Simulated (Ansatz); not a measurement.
Runs of Ansatz 0.2.0 on Br. The structure is tetragonal, space group I4/mmm (No. 139). Conventional cell: a = 2.847 Å, b = 2.847 Å, c = 7.155 Å, α = 90.00°, β = 90.00°, γ = 90.00°. Br (site symmetry 4/mmm) is surrounded by 4 Br at 2.85 Å. 

```csv
level,gap on the mesh (eV),pressure (GPa),relaxed volume (Å³/atom)
RPBE,none,0.0,44.26
LDA,none,0.0,26.38
BLYP,none,0.0,(a)
revPBE,none,0.0,(b)
PBEsol,none,0.0,29.06
```

Alike in all rows: task relaxation of cell and atoms; potentials or basis Ansatz PAW; no spin polarisation; cell relaxed; k mesh 13 × 13 × 13; cutoff (eV) 420; smearing fermi-dirac 0.05 eV.

Task: Estimate the missing entries.

Result: (a) 53.70; (b) 46.80.

Caveats: the plane-wave basis is chosen anew once the cell has moved, so the energies of steps on either side of that aren't comparable; an odd number of electrons without spin polarisation forces a metal; a magnetic or distorted state may lie lower; the PAW data sets come from PBE, with cores solved anew for the run's functional, which leaves a small shift of forces and pressure; the volume moved by over 15 % at a fixed basis, so the end points are rough (some runs).

A k mesh can miss the band edges, and the runs leave out spin-orbit coupling on Br.

A gap of «none» marks a metal or a gap under the smearing width.
